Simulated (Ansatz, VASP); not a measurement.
## Rb: VASP beside Ansatz

Contents of INCAR:

```
PREC     = Accurate       # precision mode
ENCUT    = 520            # plane-wave cutoff, eV
EDIFF    = 1E-7           # SCF threshold, eV
ISMEAR   = -1             # smearing method
SIGMA    = 0.1            # smearing width, eV
LREAL    = False          # projectors in reciprocal space
LASPH    = True           # aspherical terms in the spheres
NELM     = 100            # most SCF steps
ALGO     = Normal         # electronic algorithm
ISIF     = 2              # what is computed and relaxed
LWAVE    = False          # write WAVECAR
LCHARG   = True           # write CHGCAR
GGA      = RE             # functional
LELF     = True           # ELF
LVHAR    = True         
NBANDS   = 10             # bands
```

The input KPOINTS:

```
Automatic mesh
0
Gamma
  8 8 8
```

File POSCAR:

```
Rb
1.0
    4.9424007039      0.0000000000      0.0000000000
    0.0000000000      4.9424007039      0.0000000000
    0.0000000000      0.0000000000      4.9424007039
Rb
1
Direct
    0.0000000000      0.0000000000      0.0000000000
```

Input for Ansatz:

```yaml
crystal:
  lattice:
    - [4.9424007039, 0.0, 0.0]
    - [0.0, 4.9424007039, 0.0]
    - [0.0, 0.0, 4.9424007039]
  atoms:
    - { symbol: Rb, position: [0.0, 0.0, 0.0] }
hamiltonian:
  xc: revpbe
  pseudopotentials:
    kind: paw
    azcp:
      Rb: "pseudopotentials/Rb.paw.azcp"
basis:
  ecutwfc: 420
  fft_grid_basis: typed
kpoints:
  mp_grid: { grid: [8, 8, 8], shift: [0, 0, 0] }
magnetization:
  spin_polarized: false
scf:
  occupations: { method: fermi_dirac, width: 0.1 }
  lower_state_search: "off"
output:
  stress: true
```

Alike in both runs: task single point; functional revPBE; k mesh 8 × 8 × 8; occupations fermi-dirac, width 0.1 eV; no spin polarisation.

```csv
,VASP,Ansatz
version,VASP 6.6.1,Ansatz 0.2.0
potentials or method,"VASP PAW PBE potentials, release 64 (Rb_sv)","plane waves (420 eV) with PAW, scalar-relativistic"
plane-wave cutoff (eV),520,420
valence electrons in the cell,9,9
```

```csv
,VASP,Ansatz,Ansatz less VASP
pressure (GPa),-0.2,-0.2,0.00
```

Caveats: the PAW data sets were made with another functional, which shifts forces and pressure a little (VASP).
